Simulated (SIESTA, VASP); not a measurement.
This is a calculation of MgI2 for VASP 6.6.1. 

INCAR

```
PREC = Accurate
ENCUT = 520
EDIFF = 1E-7
ISMEAR = -1
SIGMA = 0.05
LREAL = False
LASPH = True
NELM = 80
ALGO = Normal
ISIF = 2
LWAVE = False
LCHARG = False
GGA = PE
NBANDS = 15
```

File KPOINTS:

```
regular mesh
0
Gamma
  8 8 4
```

File POSCAR:

```
MgI2
1.0
    4.1400000000      0.0000000000      0.0000000000
   -2.0700000000      3.5853451717      0.0000000000
    0.0000000000      0.0000000000      6.8800000000
I Mg
2 1
Direct
    0.6666666667      0.3333333333      0.7500000000
    0.3333333333      0.6666666667      0.2500000000
    0.0000000000      0.0000000000      0.0000000000
```

Potentials or basis: VASP PAW PBE potentials, release 64 (I, Mg).

Command:

```bash
$ cat potpaw_PBE.64/I/POTCAR potpaw_PBE.64/Mg/POTCAR > POTCAR
$ mpirun -np 1 vasp_std > vasp.out
```

Problem. Translate it to SIESTA 5.4.2. Potentials or basis there: files PseudoDojo sr-pbe-0.4.1-standard, DZP (energy shift 0.003 Ry; two zetas on semicore shells).

Solution. As run (cutoffs and basis follow the program's own potentials, and thresholds, step limits or extra output files can differ):

File MgI2.fdf:

```
SystemName                      MgI2
SystemLabel                     MgI2
NumberOfSpecies                 2
NumberOfAtoms                   3
%block ChemicalSpeciesLabel
  1  53 I
  2  12 Mg
%endblock ChemicalSpeciesLabel

LatticeConstant                 1.0 Ang
%block LatticeVectors
     4.1400000000     0.0000000000     0.0000000000
    -2.0700000000     3.5853451717     0.0000000000
     0.0000000000     0.0000000000     6.8800000000
%endblock LatticeVectors
AtomicCoordinatesFormat         Fractional
%block AtomicCoordinatesAndAtomicSpecies
     0.6666666667     0.3333333333     0.7500000000  1  I
     0.3333333333     0.6666666667     0.2500000000  1  I
     0.0000000000     0.0000000000     0.0000000000  2  Mg
%endblock AtomicCoordinatesAndAtomicSpecies

%block kgrid.MonkhorstPack
    8   0   0  0.0
    0   8   0  0.0
    0   0   4  0.0
%endblock kgrid.MonkhorstPack
XC.Functional                   GGA
XC.Authors                      PBE
PAO.BasisSize                   DZP
PAO.EnergyShift                 0.003 Ry
Mesh.Cutoff                     800 Ry
OccupationFunction              FD
ElectronicTemperature           0.05 eV
MaxSCFIterations                120
SCF.MustConverge                false
SCF.Mixer.Method                Pulay
SCF.Mixer.Weight                0.25
SCF.Mixer.History               8
SCF.DM.Tolerance                5.0e-05
SCF.H.Tolerance                 1.0e-03 eV
WriteForces                     true
Charge.Mulliken                 end
Charge.Hirshfeld                end
Charge.Voronoi                  end
SaveRho                         true
SaveElectrostaticPotential      true
%block PAO.Basis
  Mg 4
  n=2 0 2
    2.604 0.000
  n=3 0 2
    8.245 0.000
  n=2 1 2
    2.943 0.000
  n=3 1 1
    8.245
%endblock PAO.Basis
```

Potentials or basis: PseudoDojo 0.4 standard (PBE files), converted to PSML, two zetas on semicore shells, DZP (energy shift 0.003 Ry; two zetas on semicore shells).

Launch:

```bash
$ siesta MgI2.fdf > MgI2.out 2>&1
```

Both were run:

|  | VASP | SIESTA |
| --- | --- | --- |
| Pressure | 0.6 GPa | 1.4 GPa |

The potentials hold 16 and 24 valence electrons a cell.

Pressure is positive in compression.
